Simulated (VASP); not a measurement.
A run of VASP 6.6.1:

Contents of POSCAR:

```
SnO2
1.0
   -2.0000686112      2.0000686112      5.1236788559
    2.0000686112     -2.0000686112      5.1236788559
    2.0000686112      2.0000686112     -5.1236788559
Sn O
2 4
Direct
    0.0000000000      0.0000000000      0.0000000000
    0.7500000000      0.2500000000      0.5000000000
    0.5465225900      0.0465225900      0.5000000000
    0.2034774100      0.2034774100      0.0000000000
    0.9534774100      0.4534774100      0.5000000000
    0.7965225900      0.7965225900      0.0000000000
```

The input INCAR.step1:

```
SYSTEM = SnO2
PREC = Accurate
ENCUT = 520
EDIFF = 1E-6
ISMEAR = -1
SIGMA = 0.05
LREAL = .False.
LASPH = .True.
NELM = 100
ALGO = Normal
ISIF = 2
LWAVE = .False.
LCHARG = .True.
GGA = RP
```

KPOINTS.step1

```
Automatic mesh
0
Gamma
  9 9 9
  0 0 0
```

INCAR.step2

```
SYSTEM = SnO2
PREC = Accurate
ENCUT = 520
EDIFF = 1E-6
ISMEAR = 0
SIGMA = 0.05
LREAL = .False.
LASPH = .True.
NELM = 100
ALGO = Normal
ISIF = 2
LWAVE = .False.
LCHARG = .False.
GGA = RP
ICHARG = 11
```

Contents of KPOINTS.step2:

```
path GXYSGZS1NPY1Z,XP
15
line-mode
reciprocal
 0.0000000000  0.0000000000  0.0000000000  G
-0.5000000000  0.5000000000  0.0000000000  X

-0.5000000000  0.5000000000  0.0000000000  X
-0.5000000000  0.5000000000 -0.0761896521  Y

-0.5000000000  0.5000000000 -0.0761896521  Y
-0.2880948261  0.2880948261 -0.2880948261  S

-0.2880948261  0.2880948261 -0.2880948261  S
 0.0000000000  0.0000000000  0.0000000000  G

 0.0000000000  0.0000000000  0.0000000000  G
 0.5000000000  0.5000000000 -0.5000000000  Z

 0.5000000000  0.5000000000 -0.5000000000  Z
 0.2880948261  0.7119051739 -0.7119051739  S1

 0.2880948261  0.7119051739 -0.7119051739  S1
 0.0000000000  0.5000000000 -0.5000000000  N

 0.0000000000  0.5000000000 -0.5000000000  N
-0.2500000000  0.7500000000 -0.2500000000  P

-0.2500000000  0.7500000000 -0.2500000000  P
 0.0761896521  0.9238103479 -0.5000000000  Y1

 0.0761896521  0.9238103479 -0.5000000000  Y1
 0.5000000000  0.5000000000 -0.5000000000  Z

-0.5000000000  0.5000000000  0.0000000000  X
-0.2500000000  0.7500000000 -0.2500000000  P
```

Potentials or basis: VASP PAW PBE potentials, release 64 (Sn_d, O).

Command:

```sh
$ cat potpaw_PBE.64/Sn_d/POTCAR potpaw_PBE.64/O/POTCAR > POTCAR
$ cp INCAR.step1 INCAR
$ cp KPOINTS.step1 KPOINTS
$ mpirun -np 1 vasp_std > vasp.out
$ cp INCAR.step2 INCAR
$ cp KPOINTS.step2 KPOINTS
$ mpirun -np 1 vasp_std > vasp.out
```

Hardware: 1 thread of Intel(R) Xeon(R) Platinum 8259CL CPU @ 2.50GHz (Skylake/Cascade Lake), on a shared host.

Question: Estimate the wall time of this run.

Answer: It took 11 min on 1 thread of Intel(R) Xeon(R) Platinum 8259CL CPU @ 2.50GHz (Skylake/Cascade Lake), with other jobs on the host, peak memory 0.53 GiB. Counts: scf iterations 9, k points 165.
